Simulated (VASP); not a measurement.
# NbP: interstitial B from one void to a neighbouring one, part 3 of 3

Aim: the barrier for one hop in NbP: interstitial B from one void to a neighbouring one. The start is a computed cell from the Materials Project.

VASP 6.6.1, plane waves and PAW; the level of theory is named at each step.

So far. Step 4 (Relax the end): The run ended after 16 ionic steps, 2.153 eV below its first step, once the forces on the free atoms met EDIFFG = -0.05. Step 4 (Relax the end): B moved by 0.86 Å, so this state is no longer the site that was set up, and the path will join the minima actually found.

## Step 5: Nudged elastic band

Level of this step: PBE; plane waves and PAW (Nb_pv, P, B) (VASP).

Images on a straight line between the ends relax across the path, while springs keep them spaced along it.

INCAR reads:

```
SYSTEM = Nb8BP8
PREC = Normal
ENCUT = 320
EDIFF = 1E-05
NELM = 120
ISMEAR = 1
SIGMA = 0.15
LREAL = Auto
ALGO = Fast
GGA = PE
NBANDS = 82
LASPH = .TRUE.
LWAVE = .FALSE.
LCHARG = .FALSE.
IMAGES = 3
SPRING = -5
IBRION = 3
POTIM = 0.15
NSW = 60
EDIFFG = -0.05
ISYM = 0
ISIF = 0
SMASS = 1
```

POSCAR reads:

```
Nb8BP8
1.0
   -1.6768342013      1.6768342013      5.7322502160
    3.3536684026     -3.3536684026     11.4645004320
    3.3536684026      3.3536684026    -11.4645004320
Nb P B
8 8 1
Direct
    0.2542045832      0.3797830859      0.2567854657
    0.2442482546      0.3798273282      0.7531856141
    0.2469959455      0.8862827020      0.2583570238
    0.2548873354      0.8870155589      0.7630119538
    0.4956500552      0.2655417285      0.0128154735
    0.5075532529      0.2566956219      0.5067682764
    0.5021749726      0.7619256379      0.0116626482
    0.4956457116      0.7499181074      0.4996801401
    0.8432945029      0.1796425534      0.2598780624
    0.8300108388      0.1753732097      0.7576552877
    0.8293934401      0.6719349951      0.2550245245
    0.8342335784      0.6729143403      0.7573192140
    0.0447920766      0.0461282773      0.9908043747
    0.1080203555      0.0453335926      0.5216266696
    0.0779468537      0.5508018539      0.0062819179
    0.0881658711      0.5505424376      0.5109790334
    0.6623806266      0.0908991298      0.2582867610
```

KPOINTS reads:

```
Automatic mesh
0
Gamma
5 5 5
0 0 0
```

00/POSCAR reads:

```
Nb8BP8
1.0
   -1.6768342013      1.6768342013      5.7322502160
    3.3536684026     -3.3536684026     11.4645004320
    3.3536684026      3.3536684026    -11.4645004320
Nb P B
8 8 1
Direct
    0.2542045832      0.3797830859      0.2567854657
    0.2442482546      0.3798273282      0.7531856141
    0.2469959455      0.8862827020      0.2583570238
    0.2548873354      0.8870155589      0.7630119538
    0.4956500552      0.2655417285      0.0128154735
    0.5075532529      0.2566956219      0.5067682764
    0.5021749726      0.7619256379      0.0116626482
    0.4956457116      0.7499181074      0.4996801401
    0.8432945029      0.1796425534      0.2598780624
    0.8300108388      0.1753732097      0.7576552877
    0.8293934401      0.6719349951      0.2550245245
    0.8342335784      0.6729143403      0.7573192140
    0.0447920766      0.0461282773      0.9908043747
    0.1080203555      0.0453335926      0.5216266696
    0.0779468537      0.5508018539      0.0062819179
    0.0881658711      0.5505424376      0.5109790334
    0.6623806266      0.0908991298      0.2582867610
```

01/POSCAR reads:

```
Nb8BP8
1.0
   -1.6768342013      1.6768342013      5.7322502160
    3.3536684026     -3.3536684026     11.4645004320
    3.3536684026      3.3536684026    -11.4645004320
Nb P B
8 8 1
Direct
    0.2543810837      0.3775698955      0.2545354771
    0.2449562610      0.3775089228      0.7508465606
    0.2464461752      0.8804916412      0.2532202310
    0.2546297576      0.8811203675      0.7575822692
    0.4955831808      0.2575032199      0.0057100574
    0.5060410234      0.2537808131      0.5040151397
    0.5034101297      0.7565621755      0.0064766460
    0.4958649577      0.7497260790      0.4991551642
    0.8409519562      0.1739914091      0.2555895682
    0.8296490293      0.1705458341      0.7532183721
    0.8297074054      0.6688996684      0.2519883484
    0.8366803842      0.6706763881      0.7542764208
    0.0556419346      0.0431199542      0.9918920262
    0.1005990012      0.0427100508      0.5140326613
    0.0852378491      0.5453657552      0.0062892134
    0.0774734847      0.5453263482      0.5021626906
    0.6623857437      0.2110106223      0.3786363660
```

02/POSCAR reads:

```
Nb8BP8
1.0
   -1.6768342013      1.6768342013      5.7322502160
    3.3536684026     -3.3536684026     11.4645004320
    3.3536684026      3.3536684026    -11.4645004320
Nb P B
8 8 1
Direct
    0.2545575841      0.3753567051      0.2522854885
    0.2456642674      0.3751905174      0.7485075072
    0.2458964048      0.8747005805      0.2480834382
    0.2543721798      0.8752251762      0.7521525846
    0.4955163065      0.2494647113     -0.0013953587
    0.5045287939      0.2508660043      0.5012620030
    0.5046452868      0.7511987130      0.0012906439
    0.4960842038      0.7495340506      0.4986301883
    0.8386094095      0.1683402648      0.2513010740
    0.8292872197      0.1657184584      0.7487814565
    0.8300213708      0.6658643418      0.2489521724
    0.8391271901      0.6684384360      0.7512336275
    0.0664917927      0.0401116312      0.9929796778
    0.0931776470      0.0400865090      0.5064386530
    0.0925288446      0.5399296566      0.0062965090
    0.0667810982      0.5401102589      0.4933463478
    0.6623908608      0.3311221147      0.4989859710
```

03/POSCAR reads:

```
Nb8BP8
1.0
   -1.6768342013      1.6768342013      5.7322502160
    3.3536684026     -3.3536684026     11.4645004320
    3.3536684026      3.3536684026    -11.4645004320
Nb P B
8 8 1
Direct
    0.2547340846      0.3731435148      0.2500354999
    0.2463722738      0.3728721121      0.7461684537
    0.2453466344      0.8689095197      0.2429466455
    0.2541146020      0.8693299848      0.7467228999
    0.4954494322      0.2414262026     -0.0085007748
    0.5030165644      0.2479511955      0.4985088664
    0.5058804439      0.7458352506     -0.0038953583
    0.4963034499      0.7493420222      0.4981052124
    0.8362668627      0.1626891205      0.2470125798
    0.8289254102      0.1608910828      0.7443445410
    0.8303353362      0.6628290152      0.2459159963
    0.8415739960      0.6662004838      0.7481908342
    0.0773416507      0.0371033081      0.9940673294
    0.0857562927      0.0374629673      0.4988446446
    0.0998198400      0.5344935579      0.0063038045
    0.0560887118      0.5348941696      0.4845300051
    0.6623959780      0.4512336072      0.6193355760
```

04/POSCAR reads:

```
Nb8BP8
1.0
   -1.6768342013      1.6768342013      5.7322502160
    3.3536684026     -3.3536684026     11.4645004320
    3.3536684026      3.3536684026    -11.4645004320
Nb P B
8 8 1
Direct
    0.2549105851      0.3709303244      0.2477855113
    0.2470802802      0.3705537067      0.7438294002
    0.2447968641      0.8631184589      0.2378098527
    0.2538570242      0.8634347935      0.7412932153
    0.4953825578      0.2333876940     -0.0156061909
    0.5015043349      0.2450363867      0.4957557297
    0.5071156010      0.7404717882     -0.0090813605
    0.4965226960      0.7491499938      0.4975802365
    0.8339243160      0.1570379762      0.2427240856
    0.8285636006      0.1560637072      0.7399076254
    0.8306493015      0.6597936885      0.2428798202
    0.8440208018      0.6639625316      0.7451480410
    0.0881915088      0.0340949850      0.9951549809
    0.0783349384      0.0348394255      0.4912506363
    0.1071108354      0.5290574592      0.0063111000
    0.0453963253      0.5296780802      0.4757136623
    0.6624010951      0.5713450997      0.7396851810
```

PAW data sets: Nb_pv, P and B (PBE family, release 64).

On the command line:

```
$ mpirun -np 3 vasp_std
```

Log:

```text
[banner, memory and clock lines left out]
running    3 mpi-ranks, on    1 nodes
 each image running on    1 cores
[...]
01/POSCAR found :  3 types and      17 ions
 LDA part: xc-table for (Slater+PW92), standard interpolation
[...]
00/POSCAR found :  3 types and      17 ions
[...]
04/POSCAR found :  3 types and      17 ions
 POSCAR, INCAR and KPOINTS ok, starting setup
[...]
entering main loop
       N       E                     dE             d eps       ncg     rms          rms(c)
DAV:   1     0.121213559924E+04    0.12121E+04   -0.46384E+04 10388   0.116E+03
DAV:   2    -0.425032116940E+02   -0.12546E+04   -0.12168E+04 13092   0.613E+02
DAV:   3    -0.147965477087E+03   -0.10546E+03   -0.10079E+03 16968   0.158E+02
DAV:   4    -0.153796703835E+03   -0.58312E+01   -0.56608E+01 16336   0.366E+01
[...]
RMM:  21    -0.143565858992E+03   -0.18310E-04   -0.18379E-04  7584   0.174E-02    0.307E-03
RMM:  22    -0.143565869972E+03   -0.10980E-04   -0.11381E-04  7228   0.130E-02    0.921E-03
RMM:  23    -0.143565879102E+03   -0.91302E-05   -0.75176E-05  7047   0.130E-02
   1 F= -.14356588E+03 E0= -.14356568E+03  d E =-.143566E+03
[... from here on, the cycles between the ionic steps are left out ...]
   2 F= -.14385503E+03 E0= -.14385502E+03  d E =-.289150E+00
   3 F= -.14399080E+03 E0= -.14399132E+03  d E =-.135772E+00
   4 F= -.14403065E+03 E0= -.14403148E+03  d E =-.398510E-01
   5 F= -.14404946E+03 E0= -.14405039E+03  d E =-.188059E-01
   6 F= -.14406231E+03 E0= -.14406324E+03  d E =-.128489E-01
   7 F= -.14407039E+03 E0= -.14407129E+03  d E =-.807827E-02
   8 F= -.14407521E+03 E0= -.14407610E+03  d E =-.482102E-02
   9 F= -.14407801E+03 E0= -.14407890E+03  d E =-.280004E-02
  10 F= -.14407932E+03 E0= -.14408023E+03  d E =-.130851E-02
  11 F= -.14407949E+03 E0= -.14408043E+03  d E =-.177823E-03
  12 F= -.14407873E+03 E0= -.14407970E+03  d E =0.762642E-03
  13 F= -.14407714E+03 E0= -.14407814E+03  d E =0.158906E-02
  14 F= -.14407474E+03 E0= -.14407578E+03  d E =0.240390E-02
  15 F= -.14407148E+03 E0= -.14407256E+03  d E =0.325889E-02
  16 F= -.14406736E+03 E0= -.14406848E+03  d E =0.411714E-02
  17 F= -.14406240E+03 E0= -.14406356E+03  d E =0.496069E-02
[...]
hard stop encountered!  aborting job ...
[...]
soft stop encountered!  aborting job ...
  18 F= -.14405664E+03 E0= -.14405785E+03  d E =0.363660E-02
```

Elapsed: 1.7 h, on 3 MPI ranks of AMD EPYC 9R45, shared host; peak memory 1.6 GiB.

The run was stopped at its time limit, so it gives no result of its own.

## Step 6: Summary of results

| Property | Result |
| --- | --- |
| result | none |

The session ends without its result: «nudged elastic band» met its time limit.

[Lines on the potential files, build, host, timing and source positions are cut from VASP's logs without a mark.]

[Logs are printed without paths, hosts, clocks, repeated set-up lines and the standing remarks that a program may print on its own settings, such as how far it seeks lower states.]

[Hosts, paths, dates, database ids (printed as entryN), source tags and the programs' standing remarks are cut or masked in the printed files.]

[Runs that stopped without an error message from VASP are left out.]
